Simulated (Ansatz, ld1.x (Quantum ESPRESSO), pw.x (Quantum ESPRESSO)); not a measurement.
**indium (In): one change to the TM potential, in the atom and in the fcc crystal**

```
Element                 : indium (In)
Generator               : ld1.x (Quantum ESPRESSO) 7.5
Type                    : norm-conserving Troullier–Martins (Kleinman–Bylander form)
Functional              : PBE
Relativity              : scalar-relativistic
Frozen core             : [Kr] 4d10
Valence charge          : 3
Reference configuration : 5s1 5p2
Partial waves           : 5s (bound): rc 2.20 bohr; 5p (bound): rc 2.70 bohr
Local potential         : the p channel
Core correction         : none
```

Change: core correction a·sin(br)/r model core inside 1.68 bohr.

Cutoffs, loose and tight: the cutoffs (Ry, on a coarse ladder) from which the occupation-weighted sum of valence levels, in a spherical-Bessel basis at the reference potential, stays within 10 and 1 mRy of its value at 400 Ry. They do not see the model core or the augmentation charge, which bear on the density cutoff. Test errors are all-electron minus pseudo excitation energies from the reference, over the configurations 5s2 5p1; 5s2 5p0; 5s1 5p0; 5s2 5p0.5; 5s0 5p3; 5s2 5p1.3; 5s1 5p1; variants that change the core or the reference have their own tests.

Crystal test: fcc In in pw.x 7.5, no spin, 12³ k-points, Fermi–Dirac smearing 0.01 Ry, cutoffs set for each file from its atomic test. The reference is all-electron LAPW (Ansatz 0.2.0) with the same functional, mesh and smearing; V0 and B0 come from Birch–Murnaghan fits to the pressures at five volumes. Errors are pseudo minus all-electron; Δ is the rms difference of the E(V) curves that follow from these fits, minima aligned, over ±6 % about the mean V0. Mesh and smearing are coarse, so the numbers serve the comparison and aren't converged zero-temperature values; the lattice is a test structure that the element need not adopt.

All-electron: a0 = 4.791 Å (V0 = 27.50 Å³/atom), B0 = 34.9 GPa.

**Question.** Does the change bring the crystal closer to the all-electron result?

**Answer.** The mean pressure error goes from -7.12 to -8.14 GPa, so the change moves the solid further from the all-electron pressures. Neither pressure curve crosses zero within the volumes sampled, so no fits are given.

| quantity | base | changed |
| --- | --- | --- |
| outcome (atom) | generated | generated |
| cutoff, loose (atom) | 10 Ry | 10 Ry |
| cutoff, tight (atom) | 25 Ry | 25 Ry |
| bound ghosts (atom) | none | none |
| largest test error (meV) (atom) | +106 | -98 |
| cutoffs in pw.x (Ry) | 35/140 | 50/200 |
| mean pressure error (GPa) | -7.12 | -8.14 |

Base: This is a poor potential for the solid. Changed file: This is a poor potential for the solid.
